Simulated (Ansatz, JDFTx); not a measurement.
Given: the input of a run of JDFTx 1.7.0 (patched build) on Al (Aluminum). 

Al.in

```
lattice \
    0.0000000000     3.8263269058     3.8263269058 \
    3.8263269058     0.0000000000     3.8263269058 \
    3.8263269058     3.8263269058     0.0000000000
coords-type Cartesian
ion Al     0.0000000000     0.0000000000     0.0000000000 1

ion-species pseudo/Al.upf
elec-cutoff 20
elec-ex-corr gga-PBEsol
kpoint-folding 11 11 11
elec-smearing Fermi 0.0018374661
elec-n-bands 6
electronic-SCF nIterations 100 energyDiffThreshold 1e-10
electronic-minimize nIterations 30 energyDiffThreshold 1e-7
forces-output-coords Cartesian
lattice-minimize nIterations 30 energyDiffThreshold 1e-7

dump-name run.$VAR
dump End Ecomponents EigStats BandEigs Kpoints Forces Stress
```

Potentials or basis: PseudoDojo-SR-PBEsol-0.4.1-standard.

Run with:

```bash
$ jdftx -c 1 -i Al.in -o Al.out
```

Task: Set up the same calculation for Ansatz 0.2.0. Potentials or basis there: all-electron LAPW, scalar-relativistic.

Result: As run (cutoffs and basis follow the program's own potentials, and thresholds, step limits or extra output files can differ):

Contents of input.yaml:

```yaml
crystal:
  lattice:
    - [0.0, 2.024805, 2.024805]
    - [2.024805, 0.0, 2.024805]
    - [2.024805, 2.024805, 0.0]
  atoms:
    - { symbol: Al, position: [0.0, 0.0, 0.0] }
kpoints:
  mp_grid: { grid: [11, 11, 11] }
scf:
  occupations: { method: fermi_dirac, width: 0.05 }
hamiltonian:
  xc: pbesol
  pseudopotentials: { kind: all_electron, lapw: { basis_error: 0.001 } }
output:
  forces: true
  stress: true
relax:
  f_tol: 0.005
  max_steps: 60
  cell: {}
```

Potentials or basis: all-electron LAPW, scalar-relativistic.

Run with:

```sh
$ ansatz run input.yaml --threads 1 --pin off --max-ram 3072MiB --backend cpu --events-out ev --progress --plain --runs-dir out
```

Both were run:

|  | JDFTx | Ansatz |
| --- | --- | --- |
| Relaxed volume | 16.18 Å³/atom | 16.21 Å³/atom |
| Relaxed cell | a = 2.839 Å, b = 2.839 Å, c = 2.839 Å, α = 60.00°, β = 60.00°, γ = 60.00° | a = 2.841 Å, b = 2.841 Å, c = 2.841 Å, α = 60.00°, β = 60.00°, γ = 60.00° |
| Space group after relaxing | Fm-3m (No. 225) | Fm-3m (No. 225) |
| Pressure after relaxing | 0.0 GPa | 0.0 GPa |

Where Ansatz's input types no cutoff or centring, it takes its own default and a Γ-centred mesh.

Pressure is positive in compression.
